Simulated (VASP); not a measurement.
# TaN (P-6m2) in VASP: a series of runs

One crystal, TaN, is run at these levels: PBE; tasks: relaxation of cell and atoms.

Program: VASP 6.6.1. These are calculated values, not measurements. Logs are shortened: lines on timing, memory, paths and dates and some standing lists are left out, and cuts for length are marked.

## 1. The crystal as given

The structure is hexagonal, space group P-6m2 (No. 187). Conventional cell: a = 2.938 Å, b = 2.938 Å, c = 2.883 Å, α = 90.00°, β = 90.00°, γ = 120.00°. Around Ta (site symmetry -6m2) lie 6 N at 2.23 Å. Around N (site symmetry -6m2) lie 6 Ta at 2.23 Å.

## 2. Relaxation of cell and atoms, PBE

Input file INCAR:

```
SYSTEM = TaN
PREC = Accurate
ENCUT = 900
EDIFF = 1E-6
ISMEAR = -1
SIGMA = 0.05
LREAL = .False.
LASPH = .True.
NELM = 100
ALGO = Normal
ISIF = 3
LWAVE = .False.
LCHARG = .False.
GGA = PE
IBRION = 2
NSW = 60
EDIFFG = -0.01
```

Input file KPOINTS:

```
regular mesh
0
Gamma
  10 10 9
  0 0 0
```

Input file POSCAR:

```
TaN
1.0
    2.9380011100      0.0000000000      0.0000000000
   -1.4690005500      2.5443836000      0.0000000000
    0.0000000000      0.0000000000      2.8830022100
Ta N
1 1
Direct
    0.3333333333      0.6666666667      0.5000000000
    0.0000000000      0.0000000000      0.0000000000
```

Potentials or basis: VASP PAW PBE potentials, release 64 (Ta_pv, N_h).

Started as:

```bash
$ cat potpaw_PBE.64/Ta_pv/POTCAR potpaw_PBE.64/N_h/POTCAR > POTCAR
$ mpirun -np 1 vasp_std > vasp.out
```

OUTCAR:

```text
SYSTEM = TaN
   PREC = Accurate
   ENCUT = 900
   EDIFF = 1E-6
   ISMEAR = -1
   LREAL = .False.
   LASPH = .True.
   NELM = 100
   ISIF = 3
   GGA = PE
   IBRION = 2
   NSW = 60
   EDIFFG = -0.01

 ion  position               nearest neighbor table
   1  0.333  0.667  0.500-   2 2.23   2 2.23   2 2.23   2 2.23   2 2.23   2 2.23
   2  0.000  0.000  0.000-   1 2.23   1 2.23   1 2.23   1 2.23   1 2.23   1 2.23

  LATTYP: Found a hexagonal cell.
 ALAT       =     2.9380011100
 C/A-ratio  =     0.9812801636

  Lattice vectors:

 A1 = (   2.9380011100,   0.0000000000,   0.0000000000)
 A2 = (  -1.4690005500,   2.5443836000,   0.0000000000)
 A3 = (   0.0000000000,   0.0000000000,   2.8830022100)

Analysis of symmetry for initial positions (statically):
=====================================================================
 Subroutine PRICEL returns:
 Original cell was already a primitive cell.

 Routine SETGRP: Setting up the symmetry group for a
 hexagonal supercell.

 Subroutine GETGRP returns: Found 12 space group operations
 (whereof 12 operations were pure point group operations)
 out of a pool of 24 trial point group operations.

The static configuration has the point symmetry D_3h.

Analysis of symmetry for dynamics (positions and initial velocities):
=====================================================================
 Subroutine PRICEL returns:
 Original cell was already a primitive cell.

 Routine SETGRP: Setting up the symmetry group for a
 hexagonal supercell.

 Subroutine GETGRP returns: Found 12 space group operations
 (whereof 12 operations were pure point group operations)
 out of a pool of 24 trial point group operations.

The dynamic configuration has the point symmetry D_3h.

 Subroutine INISYM returns: Found 12 space group operations
 (whereof 12 operations are pure point group operations),
 and found     1 'primitive' translations

----------------------------------------------------------------------------------------

                                     Primitive cell

  volume of cell :      21.5516

  direct lattice vectors                    reciprocal lattice vectors
[... 97 lines left out ...]
   PSTRESS=    0.0 pullay stress
   NELECT =      16.0000    total number of electrons
   NUPDOWN=      -1.0000    fix difference up-down
   EMIN   =  10.00;   EMAX   =-10.00  energy-range for DOS
   EFERMI =   0.00;   METHOD = LEGACY
   ISMEAR =    -1;   SIGMA  =   0.05  broadening in eV -4-tet -1-fermi 0-gaus
   EFERMI_NEDOS =   21; number of points for ismear=-14 and -15
   IALGO  =     38    algorithm
   IMIX   =      4    mixing-type and parameters
     AMIX     =   0.40;   BMIX     =  1.00
     AMIX_MAG =   1.60;   BMIX_MAG =  1.00
  volume/ion in A,a.u.               =      10.78        72.72
  Fermi-wavevector in a.u.,A,eV,Ry     =   1.482364  2.801263 29.897501  2.197404
  Thomas-Fermi vector in A             =   2.596160
   LORBIT       =      0    0 simple, 1 ext, 2 COOP (PROOUT), +10 PAW based schemes
   GGA     = PE    functional components
   LHFCALC =     F    Hartree Fock is set to
   AEXX    =    0.0000 exact exchange contribution
   IVDW    =     0    specifies the selected vdW correction
   LEPSILON=     F    determine dielectric tensor
   LRPA    =     F    only Hartree local field effects (RPA)
 conjugate gradient relaxation of ions
 non-spin polarized calculation
  energy-cutoff  :      900.00
  volume of cell :       21.55
 maximum number of plane-waves:      1340
 NGX is ok and might be reduce to    30
   NGX = 15   NGY = 15   NGZ = 15

--------------------------------------- Ionic step        1  -------------------------------------------

 number of electron      15.9999999 magnetization

 Free energy of the ion-electron system (eV)
  ---------------------------------------------------
  ext. energy  EPLUGINS =         0.00000000
  ---------------------------------------------------
  free energy    TOTEN  =       -22.44998276 eV

  energy without entropy =      -22.44967062  energy(sigma->0) =      -22.44982669

------------------------ aborting loop because EDIFF is reached ----------------------------------------

  FORCE on cell =-STRESS in cart. coord.  units (eV):
  Direction    XX          YY          ZZ          XY          YZ          ZX
  --------------------------------------------------------------------------------------
  -------------------------------------------------------------------------------------
  Total        0.6438292      0.6438292      0.8110127      0.0000000     -0.0000000     -0.0000000
  in kB       47.8632031     47.8632032     60.2918672      0.0000001     -0.0000000     -0.0000000
  external PRESSURE =      52.0060912 kB  Pullay stress =       0.0000000 kB
[... 95 lines left out ...]
--------------------------------------- Ionic step        4  -------------------------------------------

 number of electron      15.9999999 magnetization

 Free energy of the ion-electron system (eV)
  ---------------------------------------------------
  ext. energy  EPLUGINS =         0.00000000
  ---------------------------------------------------
  free energy    TOTEN  =       -22.45516793 eV

  energy without entropy =      -22.45484266  energy(sigma->0) =      -22.45500529

 E-fermi :   8.4767     XC(G=0): -13.2803

 val. band max:        8.3536623263   @ k =   0.0000   0.0000   0.4444
 cond. band min:       8.6437780323   @ k =   0.0000   0.0000   0.3333
 fundamental gap:      0.2901157061
 Fermi energy:         8.4767112274

 k-point     1 :       0.0000    0.0000    0.0000
  band No.  band energies     occupation
      1     -26.4802      2.00000
      2     -26.2187      2.00000
      3     -26.2187      2.00000
      4      -9.2565      2.00000
      5       3.9225      2.00000
      6       3.9225      2.00000
      7       4.2691      2.00000
      8       5.4984      2.00000
      9      10.5264      0.00000
     10      11.9264      0.00000
     11      11.9264      0.00000
     12      12.3318      0.00000
[... 331 lines left out ...]
 k-point    24 :       0.4000    0.1000    0.1111
  band No.  band energies     occupation
      1     -27.1321      2.00000
      2     -26.4852      2.00000
      3     -26.4375      2.00000
      4      -7.0210      2.00000
      5       0.4616      2.00000
      6       3.0901      2.00000
      7       4.2928      2.00000
      8       6.1799      2.00000
      9      10.9485      0.00000
     10      11.9536      0.00000
     11      12.8509      0.00000
     12      14.1135      0.00000

 [... further k-points ...]
[... 5 lines left out ...]
  --------------------------------------------------------------------------------------
  -------------------------------------------------------------------------------------
  Total        0.0028332      0.0028332      0.0091278      0.0000000     -0.0000000      0.0000000
  in kB        0.2075649      0.2075649      0.6687255      0.0000000     -0.0000000      0.0000000
  external PRESSURE =       0.3612851 kB  Pullay stress =       0.0000000 kB
[... 17 lines left out ...]
  FREE ENERGIE OF THE ION-ELECTRON SYSTEM (eV)
  ---------------------------------------------------
  free  energy   TOTEN  =       -22.4551679341 eV

  energy  without entropy=      -22.4548426552  energy(sigma->0) =      -22.45500529

 reached required accuracy - stopping structural energy minimisation
```

OSZICAR:

```text
N       E                     dE             d eps       ncg     rms          rms(c)
DAV:   1     0.125556286335E+03    0.12556E+03   -0.12895E+04  1680   0.215E+03
DAV:   2    -0.161548847826E+02   -0.14171E+03   -0.13320E+03  1932   0.426E+02
DAV:   3    -0.247811349225E+02   -0.86263E+01   -0.84116E+01  2096   0.811E+01
[... 29 lines left out ...]
       N       E                     dE             d eps       ncg     rms          rms(c)
DAV:   1    -0.224551733501E+02   -0.58059E-05   -0.21331E-04  1708   0.211E-01    0.273E-02
DAV:   2    -0.224551689763E+02    0.43738E-05   -0.62739E-06  1700   0.309E-02    0.113E-02
DAV:   3    -0.224551678326E+02    0.11436E-05   -0.39131E-06  1776   0.226E-02    0.225E-03
DAV:   4    -0.224551679341E+02   -0.10148E-06   -0.42524E-08   840   0.252E-03
   4 F= -.22455168E+02 E0= -.22455005E+02  d E =-.518517E-02
```

Wall time 40 s (1 thread of Intel Xeon 6975P-C (Granite Rapids), shared host); peak memory 0.21 GiB.

Results:

```
Free energy                            : -22.4552 eV
Relaxed volume                         : 10.93 Å³/atom
Relaxed cell                           : a = 2.951 Å, b = 2.951 Å, c = 2.899 Å, α = 90.00°, β = 90.00°, γ = 120.00°
Space group after relaxing (to 0.05 Å) : P-6m2 (No. 187)
Energy gained by relaxing              : 2.6 meV/atom
Ionic steps                            : 4
Pressure after relaxing                : 0.0 GPa
Band gap on the k mesh                 : none (metal or under the smearing width)
```

Step by step:
```
step  energy change (eV)  largest force (eV/Å)  pressure (GPa)  volume (Å³)
   1              0.0000                0.0000            5.20        21.55
   2              0.0242                0.0000          -11.45        22.66
   3             -0.0052                0.0000           -0.03        21.88
   4             -0.0052                0.0000            0.04        21.87
```

Final structure:
```xyz
2
Lattice="2.9512 0.0000 0.0000 -1.4756 2.5558 0.0000 0.0000 0.0000 2.8993" Properties=species:S:1:pos:R:3 pbc="T T T"
Ta    0.0000    1.7039    1.4497
N     0.0000    0.0000    0.0000
```

Levels at points of the mesh, in eV from the Fermi level:
| k point | band 4 | band 5 | band 6 | band 7 | band 8 | band 9 | band 10 | band 11 | band 12 |
| --- | --- | --- | --- | --- | --- | --- | --- | --- | --- |
| (0.00, 0.00, 0.00) | -17.73 | -4.55 | -4.55 | -4.21 | -2.98 | 2.05 | 3.45 | 3.45 | 3.86 |
| (0.50, 0.00, 0.00) | -15.50 | -8.26 | -5.19 | -3.48 | -3.21 | 2.89 | 3.88 | 5.07 | 5.14 |

Caveat: the cutoff is under 1.25 times the usual one of these potentials, so pressure, stress and relaxed cells hold a basis-set (Pulay) error.

## 3. Relaxation of cell and atoms, PBE

INCAR is that of step 2.

KPOINTS is that of step 2.

POSCAR is that of step 2.

Potentials or basis: VASP PAW PBE potentials, release 64 (Ta_pv, N_s).

Started as:

```bash
$ cat potpaw_PBE.64/Ta_pv/POTCAR potpaw_PBE.64/N_s/POTCAR > POTCAR
$ mpirun -np 1 vasp_std > vasp.out
```

OUTCAR:

```text
SYSTEM = TaN
   PREC = Accurate
   ENCUT = 900
   EDIFF = 1E-6
   ISMEAR = -1
   LREAL = .False.
   LASPH = .True.
   NELM = 100
   ISIF = 3
   GGA = PE
   IBRION = 2
   NSW = 60
   EDIFFG = -0.01

 ion  position               nearest neighbor table
   1  0.333  0.667  0.500-   2 2.23   2 2.23   2 2.23   2 2.23   2 2.23   2 2.23
   2  0.000  0.000  0.000-   1 2.23   1 2.23   1 2.23   1 2.23   1 2.23   1 2.23

  LATTYP: Found a hexagonal cell.
 ALAT       =     2.9380011100
 C/A-ratio  =     0.9812801636

  Lattice vectors:

 A1 = (   2.9380011100,   0.0000000000,   0.0000000000)
 A2 = (  -1.4690005500,   2.5443836000,   0.0000000000)
 A3 = (   0.0000000000,   0.0000000000,   2.8830022100)

Analysis of symmetry for initial positions (statically):
=====================================================================
[... 307 lines left out ...]
      6       3.9252      2.00000
      7       4.2750      2.00000
      8       5.4938      2.00000
      9      10.5240      0.00000
     10      11.9198      0.00000
     11      11.9198      0.00000
     12      12.3273      0.00000
[... 331 lines left out ...]
 k-point    24 :       0.4000    0.1000    0.1111
  band No.  band energies     occupation
      1     -27.1336      2.00000
      2     -26.4891      2.00000
      3     -26.4421      2.00000
      4      -7.0110      2.00000
      5       0.4670      2.00000
      6       3.0919      2.00000
      7       4.2943      2.00000
      8       6.1828      2.00000
      9      10.9474      0.00000
     10      11.9489      0.00000
     11      12.8458      0.00000
     12      14.1047      0.00000

 [... further k-points ...]

------------------------ aborting loop because EDIFF is reached ----------------------------------------

  FORCE on cell =-STRESS in cart. coord.  units (eV):
  Direction    XX          YY          ZZ          XY          YZ          ZX
  --------------------------------------------------------------------------------------
  -------------------------------------------------------------------------------------
  Total        0.0109654      0.0109654     -0.0081816      0.0000000      0.0000000      0.0000000
  in kB        0.8025518      0.8025518     -0.5988067      0.0000000      0.0000000      0.0000000
  external PRESSURE =       0.3354323 kB  Pullay stress =       0.0000000 kB
[... 17 lines left out ...]
  FREE ENERGIE OF THE ION-ELECTRON SYSTEM (eV)
  ---------------------------------------------------
  free  energy   TOTEN  =       -22.4549831809 eV

  energy  without entropy=      -22.4546581230  energy(sigma->0) =      -22.45482065

 reached required accuracy - stopping structural energy minimisation
```

CONTCAR:

```text
TaN
   1.00000000000000
     2.9521681762029162    0.0000000000278399   -0.0000000000000000
    -1.4760840830532380    2.5566526392495206   -0.0000000000000000
    -0.0000000000000000    0.0000000000000000    2.9003328349507220
  Ta              N
     1     1
Direct
     0.3333333332999970    0.6666666667000030    0.5000000000000000
     0.0000000000000000    0.0000000000000000    0.0000000000000000

  0.00000000E+00  0.00000000E+00  0.00000000E+00
  0.00000000E+00  0.00000000E+00  0.00000000E+00
```

Wall time 43 s (1 thread of Intel Xeon 6975P-C (Granite Rapids), shared host); peak memory 0.2 GiB.

Results:

```yaml
Free_energy: -22.4550 eV
Relaxed_volume: 10.95 Å³/atom
Relaxed_cell: a = 2.952 Å, b = 2.952 Å, c = 2.900 Å, α = 90.00°, β = 90.00°, γ = 120.00°
Space_group_after_relaxing_to_0.05_Å: P-6m2 (No. 187)
Energy_gained_by_relaxing: 2.9 meV/atom
Ionic_steps: 4
Pressure_after_relaxing: 0.0 GPa
Band_gap_on_the_k_mesh: none (metal or under the smearing width)
```

Stress tensor (GPa, compression positive):
```
 0.08  0.00  0.00
 0.00  0.08  0.00
 0.00  0.00 -0.06
```

Step by step:
```tsv
step	energy change (eV)	largest force (eV/Å)	pressure (GPa)	volume (Å³)
1	0.0000	0.0000	5.53	21.55
2	0.0266	0.0000	-11.83	22.73
3	-0.0059	0.0000	-0.05	21.90
4	-0.0059	0.0000	0.03	21.89
```

Final structure:
```cif
data_structure
_symmetry_space_group_name_H-M 'P 1'
_symmetry_Int_Tables_number 1
_cell_length_a 2.9522
_cell_length_b 2.9522
_cell_length_c 2.9003
_cell_angle_alpha 90.000
_cell_angle_beta 90.000
_cell_angle_gamma 120.000
_cell_volume 21.89
loop_
_atom_site_label
_atom_site_type_symbol
_atom_site_fract_x
_atom_site_fract_y
_atom_site_fract_z
_atom_site_occupancy
Ta1 Ta 0.33333 0.66667 0.50000 1
N1 N 0.00000 0.00000 0.00000 1
```

Levels at points of the mesh, in eV from the Fermi level:
| k point | band 4 | band 5 | band 6 | band 7 | band 8 | band 9 | band 10 | band 11 | band 12 |
| --- | --- | --- | --- | --- | --- | --- | --- | --- | --- |
| (0.00, 0.00, 0.00) | -17.72 | -4.55 | -4.55 | -4.20 | -2.99 | 2.04 | 3.44 | 3.44 | 3.85 |
| (0.50, 0.00, 0.00) | -15.49 | -8.26 | -5.19 | -3.48 | -3.22 | 2.89 | 3.87 | 5.06 | 5.13 |

The run has no spin-orbit coupling, so splittings on Ta are missing. Zero-point motion and thermal expansion aren't in these numbers.

## 4. Relaxation of cell and atoms, PBE

INCAR is that of step 3.

KPOINTS is that of step 3.

POSCAR is that of step 3.

Potentials or basis: VASP PAW PBE potentials, release 54 (Ta_pv, N).

Started as:

```bash
$ cat potpaw_PBE.54/Ta_pv/POTCAR potpaw_PBE.54/N/POTCAR > POTCAR
$ mpirun -np 1 vasp_std > vasp.out
```

It took 34 s on 1 thread of Intel Xeon 6975P-C (Granite Rapids), shared host; peak memory 0.21 GiB.

Results (log left out):

- Free energy: -22.4546 eV
- Relaxed volume: 10.95 Å³/atom
- Relaxed cell: a = 2.952 Å, b = 2.952 Å, c = 2.901 Å, α = 90.00°, β = 90.00°, γ = 120.00°
- Space group after relaxing (to 0.05 Å): P-6m2 (No. 187)
- Energy gained by relaxing: 2.9 meV/atom
- Ionic steps: 3
- Pressure after relaxing: 0.0 GPa
- Band gap on the k mesh: none (metal or under the smearing width)

Stress tensor (GPa, compression positive):
```
 0.02  0.00  0.00
 0.00  0.02  0.00
 0.00  0.00 -0.13
```

The path:
| step | energy change (eV) | largest force (eV/Å) | pressure (GPa) | volume (Å³) |
| --- | --- | --- | --- | --- |
| 1 | 0.0000 | 0.0000 | 5.54 | 21.55 |
| 2 | 0.0269 | 0.0000 | -11.89 | 22.73 |
| 3 | -0.0058 | 0.0000 | -0.03 | 21.90 |

Final structure:
```
Ta N
1.0
     2.95246    0.00000    0.00000
    -1.47623    2.55690    0.00000
     0.00000    0.00000    2.90055
Ta N
1 1
Direct
  0.33333 0.66667 0.50000
  0.00000 0.00000 0.00000
```

Levels at points of the mesh, in eV from the Fermi level:
```csv
k point,band 4,band 5,band 6,band 7,band 8,band 9,band 10,band 11,band 12
"(0.00, 0.00, 0.00)",-17.72,-4.55,-4.55,-4.20,-2.98,2.04,3.44,3.44,3.85
"(0.50, 0.00, 0.00)",-15.49,-8.26,-5.19,-3.47,-3.21,2.88,3.87,5.06,5.13
```

(Part 1 of 2 ends here.)
